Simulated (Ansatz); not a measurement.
## Pressure against volume: HgTe

```cif
data_structure
_symmetry_space_group_name_H-M 'F-43m'
_symmetry_Int_Tables_number 216
_cell_length_a 6.4470
_cell_length_b 6.4470
_cell_length_c 6.4470
_cell_angle_alpha 90.000
_cell_angle_beta 90.000
_cell_angle_gamma 90.000
_cell_volume 267.96
loop_
_atom_site_label
_atom_site_type_symbol
_atom_site_symmetry_multiplicity
_atom_site_Wyckoff_symbol
_atom_site_fract_x
_atom_site_fract_y
_atom_site_fract_z
_atom_site_occupancy
Hg1 Hg 4 a 0.00000 0.00000 0.00000 1
Te1 Te 4 c 0.25000 0.25000 0.25000 1
```

The runs use the primitive cell with vectors (0.000, 3.224, 3.224), (3.224, 0.000, 3.224), (3.224, 3.224, 0.000) Å, to which the k mesh refers.

The cell is COD entry 1539232, as deposited and not checked against the literature; nothing was relaxed.

Spin–orbit coupling is left out, though it moves levels of the heavy atoms by tenths of an eV or more.

Levels of theory: DFT, PBE, all-electron LAPW, scalar-relativistic (Ansatz 0.2.0); DFT, PBE, PAW with Ansatz's default frozen-core files, scalar-relativistic (Ansatz 0.2.0).

For LAPW: a Γ-centred 9×9×9 k mesh, Fermi–Dirac smearing of 0.05 eV, basis error target 0.5 meV/atom, no spin polarisation. PAW takes a cutoff of 420 eV at this cell. The Ansatz runs share mesh, smearing and spin set-up. Plane-wave (PAW) pressures include the program's estimate of the Pulay term.

The cell above is scaled evenly, with fractional coordinates and shape held.

```csv
V/V(cell),V (Å³/atom),"P, LAPW (GPa)","P, PAW (GPa)","free energy over the lowest listed, PAW (meV/atom)"
0.9405,31.502,7.91,7.90,105.9
0.9700,32.490,5.84,5.84,63.8
1.0000,33.495,4.07,4.07,32.8
1.0300,34.500,2.58,2.58,12.1
1.0600,35.505,1.32,1.32,0.0
```
